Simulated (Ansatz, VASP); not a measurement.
Two plane-wave programs on ZnO

INCAR

```
SYSTEM = ZnO
PREC = Accurate
ENCUT = 520
EDIFF = 1E-6
ISMEAR = 0
SIGMA = 0.05
LREAL = .FALSE.
LASPH = .TRUE.
NELM = 60
ALGO = Normal
ISIF = 2
LWAVE = .FALSE.
LCHARG = .FALSE.
GGA = PS
NBANDS = 26
```

KPOINTS

```
Automatic mesh
0
G
  9 9 6
  0 0 0
```

The input POSCAR:

```
ZnO
1.0
    3.3306336920      0.0000000000      0.0000000000
   -1.6653168460      2.8844133880      0.0000000000
    0.0000000000      0.0000000000      4.9436100000
Zn O
2 2
Direct
    0.3333333333      0.6666666667      0.0000000000
    0.6666666667      0.3333333333      0.5000000000
    0.3333333333      0.6666666667      0.3821000000
    0.6666666667      0.3333333333      0.8821000000
```

Input for Ansatz:

```yaml
crystal:
  lattice:
    - [3.330633692, 0.0, 0.0]
    - [-1.665316846, 2.884413388, 0.0]
    - [0.0, 0.0, 4.94361]
  atoms:
    - { symbol: Zn, position: [0.3333333333, 0.6666666667, 0.0] }
    - { symbol: Zn, position: [0.6666666667, 0.3333333333, 0.5] }
    - { symbol: O, position: [0.3333333333, 0.6666666667, 0.3821] }
    - { symbol: O, position: [0.6666666667, 0.3333333333, 0.8821] }
basis:
  ecutwfc: 420
kpoints:
  mp_grid: { grid: [9, 9, 6] }
hamiltonian:
  xc: pbesol
scf:
  occupations: { method: gaussian, width: 0.05 }
output:
  forces: true
  stress: true
  eigenvalues: true
```

Change from the starting cell: strain +0.025 along x and y, -0.050 along z, atoms carried along.

Alike in both runs: task single point; functional PBEsol; k mesh 9 × 9 × 6; occupations gaussian, width 0.05 eV; no spin polarisation.

```csv
,VASP,Ansatz
version,VASP 6.6.1,Ansatz 0.2.0
potentials or method,"VASP PAW PBE potentials, release 64 (Zn, O)","scalar-relativistic, plane waves, PAW"
plane-wave cutoff (eV),520,420
valence electrons in the cell,36,36
```

Ansatz gave:

| Property | Result |
| --- | --- |
| gap on the k mesh at the Fermi level (eV) | 0.73 |
| least direct gap on the mesh (eV) | 0.73 |
| pressure (GPa) | -0.1 |
| largest component of the traceless stress (GPa) | 12.11 |
| rms of the force components (eV/Å) | 0.453 |

Question: What did VASP give for the same quantities?

Answer: gap on the k mesh at the Fermi level (eV): 0.71; least direct gap on the mesh (eV): 0.71; pressure (GPa): 0.8; largest component of the traceless stress (GPa): 12.58; rms of the force components (eV/Å): 0.482.

Atom by atom the forces differ by 0.029 eV/Å (rms over components). With one functional, cell and mesh, what is left measures potentials, basis and numerics.

Caveats: the PAW data sets were made with another functional, which shifts forces and pressure a little (VASP).
